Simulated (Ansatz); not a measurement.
# W (W, omega (AlB2-type)): the cost of one run

Method: DFT RPBE, plane waves (420 eV) with PAW, scalar-relativistic; PAW files made under PBE, frozen cores solved again for the functional, in Ansatz 0.2.0.

## 1. The structure to begin with

The structure is hexagonal, space group P6/mmm (No. 191). The conventional cell has a = 4.474 Å, b = 4.474 Å, c = 2.743 Å, α = 90.00°, β = 90.00°, γ = 120.00°. W (site symmetry 6/mmm) is surrounded by 14 W at 2.74 to 2.92 Å. W (site symmetry -6m2) is surrounded by 11 W at 2.58 to 2.92 Å.

As a file:

```
CELL_PARAMETERS angstrom
4.47401 0.00000 0.00000
-2.23700 3.87460 0.00000
0.00000 0.00000 2.74257
ATOMIC_POSITIONS crystal
W 0.00000 0.00000 0.00000
W 0.33333 0.66667 0.50000
W 0.66667 0.33333 0.50000
```

## 2. Relaxation of the cell

input.yaml reads:

```yaml
crystal:
  lattice:
    - [4.4740055658, 0.0, 0.0]
    - [-2.2370027829, 3.8746024767, 0.0]
    - [0.0, 0.0, 2.7425654118]
  atoms:
    - { symbol: W, position: [0.0, 0.0, 0.0] }
    - { symbol: W, position: [0.3333333333, 0.6666666667, 0.5] }
    - { symbol: W, position: [0.6666666667, 0.3333333333, 0.5] }
hamiltonian:
  xc: rpbe
  pseudopotentials:
    kind: paw
    azcp:
      W: "pseudopotentials/W.paw.azcp"
basis:
  ecutwfc: 420
  fft_grid_basis: typed
kpoints:
  mp_grid: { grid: [8, 8, 11], shift: [0, 0, 0] }
magnetization:
  spin_polarized: false
scf:
  occupations: { method: fermi_dirac, width: 0.1 }
relax:
  max_steps: 60
  f_tol: 0.01
  cell: {}
output:
  write_density: true
  write_potential: true
  elf: true
  volumetric_format: npy
```

What time and memory should one allow on 2 threads of Intel Xeon Platinum 8488C (Sapphire Rapids), shared host?

About 13 s, with a peak of 0.43 GiB.
